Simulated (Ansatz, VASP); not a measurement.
Pd: VASP beside Ansatz

The input INCAR:

```
PREC     = Accurate       # precision mode
ENCUT    = 520            # plane-wave cutoff, eV
EDIFF    = 1E-6           # SCF threshold, eV
ISMEAR   = 0              # smearing method
SIGMA    = 0.026000000000000002 # smearing width, eV
LREAL    = F              # projectors in reciprocal space
LASPH    = T              # aspherical terms in the spheres
NELM     = 60             # most SCF steps
ALGO     = Normal         # electronic algorithm
ISIF     = 2              # what is computed and relaxed
LWAVE    = F              # write WAVECAR
LCHARG   = F              # write CHGCAR
GGA      = PE             # functional
NBANDS   = 11             # bands
```

KPOINTS

```
regular mesh
0
Gamma
  12 12 12
```

Contents of POSCAR:

```
Pd
1.0
    0.0000000000      1.9465000000      1.9465000000
    1.9465000000      0.0000000000      1.9465000000
    1.9465000000      1.9465000000      0.0000000000
Pd
1
Direct
    0.0000000000      0.0000000000      0.0000000000
```

input.yaml

```yaml
crystal:
  lattice:
    - [0.0, 1.9465, 1.9465]
    - [1.9465, 0.0, 1.9465]
    - [1.9465, 1.9465, 0.0]
  atoms:
    - { symbol: Pd, position: [0.0, 0.0, 0.0] }
hamiltonian:
  xc: pbe
  pseudopotentials: { kind: paw }
kpoints:
  mp_grid: { grid: [12, 12, 12] }
scf:
  occupations: { method: gaussian, width: 0.026 }
output:
  forces: true
  stress: true
  eigenvalues: true
```

Alike in both runs: task single point; functional PBE; k mesh 12 × 12 × 12; occupations gaussian, width 0.026 eV; no spin polarisation.

```csv
,VASP,Ansatz
version,VASP 6.6.1,Ansatz 0.2.0
potentials or method,"VASP PAW PBE potentials, release 64 (Pd)",Ansatz PAW
plane-wave cutoff (eV),520,420
valence electrons in the cell,10,18
```

Ansatz gave:

| Property | Result |
| --- | --- |
| gap on the k mesh at the Fermi level (eV) | none |
| pressure (GPa) | 6.9 |

Problem. What did VASP give for the same quantities?

Solution. gap on the k mesh at the Fermi level (eV): none; pressure (GPa): 6.6.

A gap of «none» marks a metal or a gap that the smearing closes. The two sets of potentials don't hold the same shells in valence.
